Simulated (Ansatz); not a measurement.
# Germanium, bcc under RPBE: from relaxation to bulk modulus, part 1 of 2

Aim: take germanium in the bcc structure, relax it, solve it on a dense k-mesh, then scale the cell to 7 volumes from 88 to 112 % of the relaxed one and try a fit of the equation of state. Spin polarisation is left out. The k-meshes are 13×13×13 for the relaxation; 21×21×21 for the dense run; 15×15×15 for the volumes.

This is Ge in the bcc structure; at room conditions it is diamond.

Computed with Ansatz 0.2.0 (DFT RPBE, plane waves (420 eV) with PAW, scalar-relativistic; the PAW data stem from PBE, with regenerated cores, unless a step says otherwise).

### Step 1. The system as given

Symmetry: Im-3m, No. 229, cubic system. The conventional cell has a = 3.376 Å, b = 3.376 Å, c = 3.376 Å, α = 90.00°, β = 90.00°, γ = 90.00°. Around Ge (site symmetry m-3m) lie 8 Ge at 2.92 Å.

Coordinates:

```xyz
1
Lattice="-1.6880 1.6880 1.6880 1.6880 -1.6880 1.6880 1.6880 1.6880 -1.6880" Properties=species:S:1:pos:R:3 pbc="T T T"
Ge    0.0000    0.0000    0.0000
```

### Step 2. Relaxing cell and atoms

File input.yaml:

```yaml
crystal:
  lattice:
    - [-1.6879910177, 1.6879910177, 1.6879910177]
    - [1.6879910177, -1.6879910177, 1.6879910177]
    - [1.6879910177, 1.6879910177, -1.6879910177]
  atoms:
    - { symbol: Ge, position: [0.0, 0.0, 0.0] }
hamiltonian:
  xc: rpbe
  pseudopotentials:
    kind: paw
    azcp:
      Ge: "pseudopotentials/Ge.paw.azcp"
basis:
  ecutwfc: 420
  fft_grid_basis: typed
kpoints:
  mp_grid: { grid: [13, 13, 13], shift: [0, 0, 0] }
magnetization:
  spin_polarized: false
scf:
  occupations: { method: fermi_dirac, width: 0.1 }
relax:
  max_steps: 60
  f_tol: 0.01
  cell: {}
```

The log of the run:

```text
Warning: RAYON_NUM_THREADS=2 ignored (pool sized by the plan → 2); use --threads N
Engine: ansatz 0.2.0, aarch64-unknown-linux-gnu
Pseudopotentials: kind: paw
Pseudopotential: Ge, paw, valence charge 14, recommended cutoff 420 eV (normal), <dir>
Functional definition: RPBE
  parameter kappa = 0.804
  parameter beta = 0.06672455060314922
  exchange = rpbe_x(kappa = kappa, mu = beta*pi^2/3)
  correlation = pbe_c(beta = beta)
Crystal: 1 atoms, lattice volume = 19.238 Å³
Basis set: ecut = 420 eV, 369 PW (Γ), exchange–correlation on 40×40×40 points (8 copies of the dense FFT grid, shifted against one another)
Bands: 11, of which v1, the nominal top of the filled ones, is band 7 counted from 1 (6 counted from 0)
Symmetry: 48 space group operations
Space group: Im-3m (ITA 229), of the structure as read, at distance tolerance 2.7e-5 Å
k-points: 84 of 2197
Non-local potential: Ge, projectors of the file, l = 0: 2, l = 1: 2, l = 2: 3, l = 3: 1
PAW form: soft (Blöchl's): semilocal exchange-correlation on the pseudo side does not see the compensation charge
PAW frozen core: Ge, regenerated for the run's functional, and the local potential with it (the file was generated under x = pbe(κ = 0.804, μ = 0.2195149727645171), c = pbe(β = 0.06672455060314922))
PAW one-centre angular grid: Ge, 590 points (default); XC on 64 Gauss nodes
Initial density: superposition of atomic densities (neutral atoms: chi_scale 0, normalization atom), corrected by the library's trained network
Initial wavefunctions: pseudopotential atomic-orbital guess
Functional: x = rpbe, c = pbe(β = 0.06672455060314922)
SCF iter   1: F=—  HF=-4300.354281 eV  |F-HF|=—  |Δ(HF+E_count)|=         —  Δρ=2.86e-3  dr2=5.80e-4  ethr=1.77e-3  ⟨swp⟩=5.0  Hψ=5049  notcnv=0
preconditioner: auto → none  [metal: Δε(μ)=0.116 eV  Ē_g=26.981 eV  σ=0.100 eV  W_gap=0.27  n_scr=0 (ndim 8)  ℏωp=31.7 eV  f_vac=0.000  D(μ)=0.63/eV (n_scr^D=0)]
SCF iter   2: F=—  HF=-4300.353849 eV  |F-HF|=—  |Δ(HF+E_count)|=   4.32e-4  Δρ=1.12e-3  dr2=1.51e-4  ethr=4.14e-6  ⟨swp⟩=2.0  Hψ=2096  notcnv=0
SCF iter   3: F=—  HF=-4300.353833 eV  |F-HF|=—  |Δ(HF+E_count)|=   1.69e-5  Δρ=4.18e-4  dr2=1.06e-5  ethr=1.08e-6  ⟨swp⟩=2.5  Hψ=1386  notcnv=0
SCF iter   4: F=—  HF=-4300.353844 eV  |F-HF|=—  |Δ(HF+E_count)|=   1.19e-5  Δρ=3.37e-5  dr2=7.67e-8  ethr=7.58e-8  ⟨swp⟩=2.0  Hψ=1332  notcnv=0
iter 5 did not close the SCF: its close was put off for the readings that it lacked (scf_convergence_deferred on its scf_iter line)
SCF iter   5: F=-4300.353845 eV  HF=-4300.353845 eV  |F-HF|=3.51e-9  |Δ(HF+E_count)|=   1.11e-7  Δρ=3.82e-6  dr2=2.16e-9  ethr=5.48e-10  ⟨swp⟩=2.1  Hψ=1108  notcnv=0
SCF iter   6: F=-4300.353845 eV  HF=-4300.353845 eV  |F-HF|=0.00e0  |Δ(HF+E_count)|=  9.43e-10  Δρ=2.18e-7  dr2=6.83e-12  ethr=1.54e-11  ⟨swp⟩=1.0  Hψ=2762  notcnv=0
SCF 1 converged in 6 iterations: F = -4300.353845 eV  dr2 = 6.83e-12
relax step   1: F+E_penalty+E_count = -4300.35384461 eV  Δ(F+E_penalty+E_count) = +0.000e0 eV  max|allowed force component| = 0.000e0 eV/Å  Δτ_max = 0.0000 Å  P = +1.878 GPa  Ω = 19.238 Å³  (6 SCF iters, dr2 threshold 1.00e-7 eV, accepted)
Crystal: 1 atoms, lattice volume = 19.966 Å³
Basis set: ecut = 420 eV, 381 PW (Γ), exchange–correlation on 40×40×40 points (8 copies of the dense FFT grid, shifted against one another)
Initial density: handed on by an earlier stage of this run
Initial wavefunctions: those handed on with the density
iter 1 solved again at ethr=3.75e-7 eV; its pass at ethr=3.10e-3 eV (dr2=5.25e-5 eV) is discarded
SCF iter   1: F=—  HF=-4300.356851 eV  |F-HF|=—  |Δ(HF+E_count)|=         —  Δρ=7.36e-4  dr2=5.56e-5  ethr=3.75e-7  ⟨swp⟩=2.4  Hψ=7152  notcnv=0
preconditioner: auto → none  [metal: Δε(μ)=0.030 eV  Ē_g=26.772 eV  σ=0.100 eV  W_gap=0.08  n_scr=0 (ndim 8)  ℏωp=31.1 eV  f_vac=0.000  D(μ)=0.61/eV (n_scr^D=0)]
SCF iter   2: F=—  HF=-4300.356879 eV  |F-HF|=—  |Δ(HF+E_count)|=   2.81e-5  Δρ=3.90e-4  dr2=1.23e-5  ethr=3.75e-7  ⟨swp⟩=1.9  Hψ=1162  notcnv=0
SCF iter   3: F=—  HF=-4300.356890 eV  |F-HF|=—  |Δ(HF+E_count)|=   1.14e-5  Δρ=4.64e-5  dr2=3.05e-7  ethr=8.81e-8  ⟨swp⟩=2.7  Hψ=1510  notcnv=0
SCF iter   4: F=-4300.356890 eV  HF=-4300.356890 eV  |F-HF|=4.63e-9  |Δ(HF+E_count)|=   3.73e-7  Δρ=1.13e-5  dr2=2.85e-8  ethr=7.14e-10  ⟨swp⟩=4.0  Hψ=3012  notcnv=0
SCF 2 converged in 4 iterations: F = -4300.356890 eV  dr2 = 2.85e-8
relax step   2: F+E_penalty+E_count = -4300.35688978 eV  Δ(F+E_penalty+E_count) = -3.045e-3 eV  max|allowed force component| = 0.000e0 eV/Å  Δτ_max = 0.0000 Å  P = -0.399 GPa  Ω = 19.966 Å³  energy of the carried Pulay correction = -1.444e-4 eV  (4 SCF iters, dr2 threshold 1.00e-7 eV, accepted)
Crystal: 1 atoms, lattice volume = 19.835 Å³
iter 1 solved again at ethr=8.78e-9 eV; its pass at ethr=3.10e-3 eV (dr2=1.23e-6 eV) is discarded
SCF iter   1: F=—  HF=-4300.357081 eV  |F-HF|=—  |Δ(HF+E_count)|=         —  Δρ=1.26e-4  dr2=1.75e-6  ethr=8.78e-9  ⟨swp⟩=2.1  Hψ=6689  notcnv=0
preconditioner: auto → none  [metal: Δε(μ)=0.031 eV  Ē_g=26.797 eV  σ=0.100 eV  W_gap=0.08  n_scr=0 (ndim 8)  ℏωp=31.2 eV  f_vac=0.000  D(μ)=0.62/eV (n_scr^D=0)]
SCF iter   2: F=—  HF=-4300.357088 eV  |F-HF|=—  |Δ(HF+E_count)|=   7.54e-6  Δρ=6.57e-5  dr2=3.53e-7  ethr=8.78e-9  ⟨swp⟩=2.7  Hψ=1309  notcnv=0
SCF iter   3: F=-4300.357088 eV  HF=-4300.357088 eV  |F-HF|=3.00e-8  |Δ(HF+E_count)|=   2.71e-7  Δρ=8.31e-6  dr2=1.01e-8  ethr=7.14e-10  ⟨swp⟩=4.0  Hψ=2609  notcnv=0
SCF 3 converged in 3 iterations: F = -4300.357088 eV  dr2 = 1.01e-8
relax step   3: F+E_penalty+E_count = -4300.35708834 eV  Δ(F+E_penalty+E_count) = -1.986e-4 eV  max|allowed force component| = 0.000e0 eV/Å  Δτ_max = 0.0000 Å  P = -0.020 GPa  Ω = 19.835 Å³  energy of the carried Pulay correction = -1.187e-4 eV  (3 SCF iters, dr2 threshold 1.00e-7 eV, accepted)
Initial wavefunctions: pseudopotential atomic-orbital guess (no wavefunctions were taken with the density)
iter 1 solved again at ethr=1.90e-8 eV; its pass at ethr=3.10e-3 eV (dr2=2.66e-6 eV) is discarded
SCF iter   1: F=—  HF=-4300.356991 eV  |F-HF|=—  |Δ(HF+E_count)|=         —  Δρ=4.22e-4  dr2=7.49e-7  ethr=1.90e-8  ⟨swp⟩=3.0  Hψ=7368  notcnv=0
preconditioner: auto → none  [metal: Δε(μ)=0.031 eV  Ē_g=26.799 eV  σ=0.100 eV  W_gap=0.08  n_scr=0 (ndim 8)  ℏωp=31.2 eV  f_vac=0.000  D(μ)=0.62/eV (n_scr^D=0)]
SCF iter   2: F=—  HF=-4300.357160 eV  |F-HF|=—  |Δ(HF+E_count)|=   1.69e-4  Δρ=2.11e-4  dr2=2.01e-7  ethr=5.35e-9  ⟨swp⟩=2.0  Hψ=1348  notcnv=0
SCF iter   3: F=—  HF=-4300.357212 eV  |F-HF|=—  |Δ(HF+E_count)|=   5.22e-5  Δρ=3.38e-5  dr2=8.01e-9  ethr=1.43e-9  ⟨swp⟩=2.0  Hψ=1363  notcnv=0
SCF iter   4: F=—  HF=-4300.357214 eV  |F-HF|=—  |Δ(HF+E_count)|=   1.33e-6  Δρ=6.99e-7  dr2=2.59e-11  ethr=5.72e-11  ⟨swp⟩=2.0  Hψ=1512  notcnv=0
SCF iter   5: F=-4300.357214 eV  HF=-4300.357214 eV  |F-HF|=1.09e-11  |Δ(HF+E_count)|=  1.43e-10  Δρ=1.55e-7  dr2=1.37e-12  ethr=1.00e-12  ⟨swp⟩=4.9  Hψ=3064  notcnv=0
SCF 4 converged in 5 iterations: F = -4300.357214 eV  dr2 = 1.37e-12
relax step   4: F+E_penalty+E_count = -4300.35721370 eV  Δ(F+E_penalty+E_count) = -1.254e-4 eV  max|allowed force component| = 0.000e0 eV/Å  Δτ_max = 0.0000 Å  P = -0.016 GPa  Ω = 19.835 Å³  stress off target by 1.60e-2 GPa  SCF on the basis re-selected at this cell (its energy is not comparable with the rows above)  (5 SCF iters)
basis re-selected at this cell: Δ(F+E_penalty+E_count) = -1.254e-4 eV, ΔP = +0.004 GPa vs the last step (what re-selecting the basis moved, of the pressure what is left beyond the Pulay correction that the steps carried, after the strain that the cell walked since its last selection, with what the two solves' SCF thresholds leave and, on support functions, any second-order correction that the steps lacked; it is no measure of the basis error at this ecutwfc). This SCF's stress stands 1.60e-2 GPa from its target on what of the cell is left free (relax.cell.stress_tol is 5.00e-2 GPa) and its largest allowed force component is 0.00e0 eV/Å (relax.f_tol is 1.00e-2 eV/Å): within both
SCF converged after 5 iterations
Free energy (F): -4300.357214 eV
Harris-Foulkes:  -4300.357214 eV  (|F-HF|=1.09e-11)
Internal energy: -4300.337636 eV  (E = F + TS)
E sigma→0 (E₀):  -4300.347425 eV
Entropy (-TS):   -0.019577 eV (-19.577 meV/atom)
Fermi energy:    10.454640 eV
--- Per-component energies (eV) ---
  E_band       = -121.134322
  E_kinetic    = 109.258380
  E_local      = -2165.847482  (includes V_loc(G=0)·N_el)
  E_nonlocal   = 414.346767
  E_hartree    = 944.571686
  E_xc         = -75.265123
  E_vxc        = -63.828555  (∫ρ·V_xc dr)
  E_paw        = -2021.419478  (= ΣΔE_a)
  E_vpaw       = -304.207195  (= ΣTr[D̂ρ^β])
  E_aug_tail   = 0.000376  (compensation charges beyond the density's cutoff)
  E_ewald      = -1505.800856
  E_core_change = -0.181906  (= ΣΔE_core)
  E_smearing   = -0.019577  (= −TS)
  E_closure    = -0.000000  (closes the sum)
  Σ components = -4300.357214   (vs F -4300.357214, Δ=0.00e0)
--- Forces (eV/Å), atoms counted from 1 ---
  atom   1  Ge     0.00000000    -0.00000000     0.00000000
  max |Σ_I F_I| component: 1.03e-33 eV/Å
--- Stress (GPa, compression-positive) ---
       -0.015954       0.000000       0.000000
        0.000000      -0.015954       0.000000
        0.000000      -0.000000      -0.015954
  P = ⅓ Tr σ = -0.0160 GPa (-0.160 kbar)
--- Relaxed structure (3 steps of the walk, 3 accepted, 1 SCFs on fresh bases) ---
  F+E_penalty+E_count = -4300.35721370 eV   max|allowed force component| = 0.000e0 eV/Å   (the final SCF, on the basis selected at the relaxed cell)
  cell:  # Å, volume = 19.8349 Å³
    - [-1.7052586291903922, 1.7052586291903922, 1.7052586291903922]
    - [1.7052586291903922, -1.7052586291903922, 1.7052586291903922]
    - [1.7052586291903922, 1.7052586291903922, -1.7052586291903922]
  atoms:
    - { symbol: Ge, position: [0.0, 0.0, 0.0] }
```

Wall time 1.6 s (2 threads of Arm Neoverse V2, shared host); peak memory 0.28 GiB.

The walk, from the log:

```csv
step,energy change (meV/atom),largest force (eV/Å),pressure (GPa),volume (Å³/atom)
1,0.00,0.0000,1.88,19.238
2,-3.05,0.0000,-0.40,19.966
3,-3.24,0.0000,-0.02,19.835
4,-3.37,0.0000,-0.02,19.835
```

Steps that repeat a cell are solved on a basis chosen anew, so their changes of energy are no gain of the relaxation.

Changes in the cell that was computed:

|  | before | after | change |
| --- | --- | --- | --- |
| a (Å) | 2.924 | 2.954 | +1.0 % |
| b (Å) | 2.924 | 2.954 | +1.0 % |
| c (Å) | 2.924 | 2.954 | +1.0 % |
| volume (Å³/atom) | 19.238 | 19.835 | +3.1 % |
| shortest distance (Å) | 2.924 | 2.954 | +1.0 % |
| space group (spins left aside) | Im-3m | Im-3m | same |

### Step 3. Single point on a dense mesh

File input.yaml:

```yaml
crystal:
  lattice:
    - [-1.7052586292, 1.7052586292, 1.7052586292]
    - [1.7052586292, -1.7052586292, 1.7052586292]
    - [1.7052586292, 1.7052586292, -1.7052586292]
  atoms:
    - { symbol: Ge, position: [0.0, 0.0, 0.0] }
hamiltonian:
  xc: rpbe
  pseudopotentials:
    kind: paw
    azcp:
      Ge: "pseudopotentials/Ge.paw.azcp"
basis:
  ecutwfc: 420
  fft_grid_basis: typed
kpoints:
  mp_grid: { grid: [21, 21, 21], shift: [0, 0, 0] }
magnetization:
  spin_polarized: false
scf:
  occupations: { method: fermi_dirac, width: 0.1 }
```

The log of the run (excerpt; [...] marks lines left out):

```text
Warning: RAYON_NUM_THREADS=2 ignored (pool sized by the plan → 2); use --threads N
[...]
Pseudopotentials: kind: paw
Pseudopotential: Ge, paw, valence charge 14, recommended cutoff 420 eV (normal), <dir>
Functional definition: RPBE
[...]
Crystal: 1 atoms, lattice volume = 19.835 Å³
Basis set: ecut = 420 eV, 381 PW (Γ)
Bands: 11, of which v1, the nominal top of the filled ones, is band 7 counted from 1 (6 counted from 0)
Symmetry: 48 space group operations
Space group: Im-3m (ITA 229), of the structure as read, at distance tolerance 2.7e-5 Å
k-points: 286 of 9261
[...]
SCF iter   1: F=—  HF=-4300.358088 eV  |F-HF|=—  |Δ(HF+E_count)|=         —  Δρ=2.86e-3  dr2=6.16e-4  ethr=1.77e-3  ⟨swp⟩=5.1  Hψ=17332  notcnv=0
[...]
SCF iter   6: F=-4300.357627 eV  HF=-4300.357627 eV  |F-HF|=2.09e-11  |Δ(HF+E_count)|=   5.12e-9  Δρ=3.72e-7  dr2=2.93e-11  ethr=5.33e-11  ⟨swp⟩=1.0  Hψ=9408  notcnv=0
[...]
SCF converged after 6 iterations
Free energy (F): -4300.357627 eV
[...]
E sigma→0 (E₀):  -4300.349291 eV
Entropy (-TS):   -0.016673 eV (-16.673 meV/atom)
Fermi energy:    10.468015 eV
[...]
```

It took 1.3 s on 2 threads of Arm Neoverse V2, shared host; peak memory 0.32 GiB.

### Step 4. Equation of state: 88 %

File input.yaml:

```yaml
crystal:
  lattice:
    - [-1.6341220115, 1.6341220115, 1.6341220115]
    - [1.6341220115, -1.6341220115, 1.6341220115]
    - [1.6341220115, 1.6341220115, -1.6341220115]
  atoms:
    - { symbol: Ge, position: [0.0, 0.0, 0.0] }
hamiltonian:
  xc: rpbe
  pseudopotentials:
    kind: paw
    azcp:
      Ge: "pseudopotentials/Ge.paw.azcp"
basis:
  ecutwfc: 420
  fft_grid_basis: typed
kpoints:
  mp_grid: { grid: [15, 15, 15], shift: [0, 0, 0] }
magnetization:
  spin_polarized: false
scf:
  occupations: { method: fermi_dirac, width: 0.1 }
  lower_state_search: "off"
output:
  stress: true
```

The log of the run (excerpt; [...] marks lines left out):

```text
Warning: RAYON_NUM_THREADS=2 ignored (pool sized by the plan → 2); use --threads N
[...]
Pseudopotentials: kind: paw
Pseudopotential: Ge, paw, valence charge 14, recommended cutoff 420 eV (normal), <dir>
Functional definition: RPBE
[...]
Crystal: 1 atoms, lattice volume = 17.455 Å³
Basis set: ecut = 420 eV, 321 PW (Γ)
Bands: 11, of which v1, the nominal top of the filled ones, is band 7 counted from 1 (6 counted from 0)
Symmetry: 48 space group operations
Space group: Im-3m (ITA 229), of the structure as read, at distance tolerance 2.6e-5 Å
k-points: 120 of 3375
[...]
SCF iter   1: F=—  HF=-4300.298447 eV  |F-HF|=—  |Δ(HF+E_count)|=         —  Δρ=3.71e-3  dr2=8.58e-4  ethr=1.77e-3  ⟨swp⟩=5.0  Hψ=7075  notcnv=0
[...]
SCF iter   6: F=-4300.298061 eV  HF=-4300.298061 eV  |F-HF|=2.70e-9  |Δ(HF+E_count)|=   3.01e-8  Δρ=2.60e-6  dr2=5.82e-10  ethr=1.07e-10  ⟨swp⟩=1.1  Hψ=3971  notcnv=0
[...]
SCF converged after 6 iterations
Free energy (F): -4300.298061 eV
[...]
E sigma→0 (E₀):  -4300.290630 eV
Entropy (-TS):   -0.014861 eV (-14.861 meV/atom)
Fermi energy:    12.416148 eV
[...]
--- Stress (GPa, compression-positive) ---
        9.312933       0.000000      -0.000000
        0.000000       9.312933       0.000000
        0.000000       0.000000       9.312933
  P = ⅓ Tr σ = 9.3129 GPa (93.129 kbar)
```

Run time: 0.64 s. Hardware: 2 threads of Arm Neoverse V2, shared host; peak memory 0.27 GiB.

### Step 5. Equation of state: 92 %

Changes to input.yaml since step 4:

```diff
@@ -2,5 +2,5 @@
   lattice:
-    - [-1.6341220115, 1.6341220115, 1.6341220115]
-    - [1.6341220115, -1.6341220115, 1.6341220115]
-    - [1.6341220115, 1.6341220115, -1.6341220115]
+    - [-1.6585154886, 1.6585154886, 1.6585154886]
+    - [1.6585154886, -1.6585154886, 1.6585154886]
+    - [1.6585154886, 1.6585154886, -1.6585154886]
   atoms:
```

The log of the run (excerpt; [...] marks lines left out):

```text
Warning: RAYON_NUM_THREADS=2 ignored (pool sized by the plan → 2); use --threads N
[...]
Pseudopotentials: kind: paw
Pseudopotential: Ge, paw, valence charge 14, recommended cutoff 420 eV (normal), <dir>
Functional definition: RPBE
[...]
Crystal: 1 atoms, lattice volume = 18.248 Å³
Basis set: ecut = 420 eV, 369 PW (Γ)
Bands: 11, of which v1, the nominal top of the filled ones, is band 7 counted from 1 (6 counted from 0)
Symmetry: 48 space group operations
Space group: Im-3m (ITA 229), of the structure as read, at distance tolerance 2.6e-5 Å
k-points: 120 of 3375
[...]
SCF iter   1: F=—  HF=-4300.334144 eV  |F-HF|=—  |Δ(HF+E_count)|=         —  Δρ=3.44e-3  dr2=8.37e-4  ethr=1.77e-3  ⟨swp⟩=5.0  Hψ=7135  notcnv=0
[...]
SCF iter   6: F=-4300.333715 eV  HF=-4300.333715 eV  |F-HF|=1.82e-12  |Δ(HF+E_count)|=  3.90e-10  Δρ=2.59e-7  dr2=5.44e-12  ethr=2.01e-11  ⟨swp⟩=1.1  Hψ=3905  notcnv=0
[...]
SCF converged after 6 iterations
Free energy (F): -4300.333715 eV
[...]
E sigma→0 (E₀):  -4300.325338 eV
Entropy (-TS):   -0.016754 eV (-16.754 meV/atom)
Fermi energy:    11.721827 eV
[...]
--- Stress (GPa, compression-positive) ---
        5.258188       0.000000      -0.000000
        0.000000       5.258188      -0.000000
        0.000000      -0.000000       5.258188
  P = ⅓ Tr σ = 5.2582 GPa (52.582 kbar)
```

It took 0.64 s on 2 threads of Arm Neoverse V2, shared host; peak memory 0.27 GiB.

### Step 6. Equation of state: 96 %

Changes to input.yaml since step 5:

```diff
@@ -2,5 +2,5 @@
   lattice:
-    - [-1.6585154886, 1.6585154886, 1.6585154886]
-    - [1.6585154886, -1.6585154886, 1.6585154886]
-    - [1.6585154886, 1.6585154886, -1.6585154886]
+    - [-1.6822117685, 1.6822117685, 1.6822117685]
+    - [1.6822117685, -1.6822117685, 1.6822117685]
+    - [1.6822117685, 1.6822117685, -1.6822117685]
   atoms:
```

The log of the run (excerpt; [...] marks lines left out):

```text
Warning: RAYON_NUM_THREADS=2 ignored (pool sized by the plan → 2); use --threads N
[...]
Pseudopotentials: kind: paw
Pseudopotential: Ge, paw, valence charge 14, recommended cutoff 420 eV (normal), <dir>
Functional definition: RPBE
[...]
Crystal: 1 atoms, lattice volume = 19.042 Å³
Basis set: ecut = 420 eV, 369 PW (Γ)
Bands: 11, of which v1, the nominal top of the filled ones, is band 7 counted from 1 (6 counted from 0)
Symmetry: 48 space group operations
Space group: Im-3m (ITA 229), of the structure as read, at distance tolerance 2.7e-5 Å
k-points: 120 of 3375
[...]
SCF iter   1: F=—  HF=-4300.352071 eV  |F-HF|=—  |Δ(HF+E_count)|=         —  Δρ=3.29e-3  dr2=8.13e-4  ethr=1.77e-3  ⟨swp⟩=5.0  Hψ=7224  notcnv=0
[...]
SCF iter   6: F=-4300.351589 eV  HF=-4300.351589 eV  |F-HF|=4.55e-12  |Δ(HF+E_count)|=  5.34e-10  Δρ=2.43e-7  dr2=7.26e-12  ethr=3.02e-11  ⟨swp⟩=1.0  Hψ=3949  notcnv=0
[...]
SCF converged after 6 iterations
Free energy (F): -4300.351589 eV
[...]
E sigma→0 (E₀):  -4300.342305 eV
Entropy (-TS):   -0.018567 eV (-18.567 meV/atom)
Fermi energy:    11.078985 eV
[...]
--- Stress (GPa, compression-positive) ---
        2.089593      -0.000000       0.000000
        0.000000       2.089593      -0.000000
       -0.000000      -0.000000       2.089593
  P = ⅓ Tr σ = 2.0896 GPa (20.896 kbar)
```

Wall time 0.64 s (2 threads of Arm Neoverse V2, shared host); peak memory 0.27 GiB.

### Step 7. Equation of state: 100 %

Changes to input.yaml since step 6:

```diff
@@ -2,5 +2,5 @@
   lattice:
-    - [-1.6822117685, 1.6822117685, 1.6822117685]
-    - [1.6822117685, -1.6822117685, 1.6822117685]
-    - [1.6822117685, 1.6822117685, -1.6822117685]
+    - [-1.7052586292, 1.7052586292, 1.7052586292]
+    - [1.7052586292, -1.7052586292, 1.7052586292]
+    - [1.7052586292, 1.7052586292, -1.7052586292]
   atoms:
```

The log of the run (excerpt; [...] marks lines left out):

```text
Warning: RAYON_NUM_THREADS=2 ignored (pool sized by the plan → 2); use --threads N
[...]
Pseudopotentials: kind: paw
Pseudopotential: Ge, paw, valence charge 14, recommended cutoff 420 eV (normal), <dir>
Functional definition: RPBE
[...]
Crystal: 1 atoms, lattice volume = 19.835 Å³
Basis set: ecut = 420 eV, 381 PW (Γ)
Bands: 11, of which v1, the nominal top of the filled ones, is band 7 counted from 1 (6 counted from 0)
Symmetry: 48 space group operations
Space group: Im-3m (ITA 229), of the structure as read, at distance tolerance 2.7e-5 Å
k-points: 120 of 3375
[...]
SCF iter   1: F=—  HF=-4300.355988 eV  |F-HF|=—  |Δ(HF+E_count)|=         —  Δρ=3.09e-3  dr2=7.36e-4  ethr=1.77e-3  ⟨swp⟩=5.1  Hψ=7267  notcnv=0
[...]
SCF iter   6: F=-4300.355510 eV  HF=-4300.355510 eV  |F-HF|=2.09e-11  |Δ(HF+E_count)|=   6.71e-9  Δρ=3.66e-7  dr2=2.69e-11  ethr=7.12e-11  ⟨swp⟩=1.4  Hψ=4003  notcnv=0
[...]
SCF converged after 6 iterations
Free energy (F): -4300.355510 eV
[...]
E sigma→0 (E₀):  -4300.345567 eV
Entropy (-TS):   -0.019885 eV (-19.885 meV/atom)
Fermi energy:    10.483267 eV
[...]
--- Stress (GPa, compression-positive) ---
       -0.410981       0.000000      -0.000000
       -0.000000      -0.410981       0.000000
        0.000000      -0.000000      -0.410981
  P = ⅓ Tr σ = -0.4110 GPa (-4.110 kbar)
```

Wall time 0.75 s (2 threads of Arm Neoverse V2, shared host); peak memory 0.28 GiB.

(Continued in part 2 of 2.)
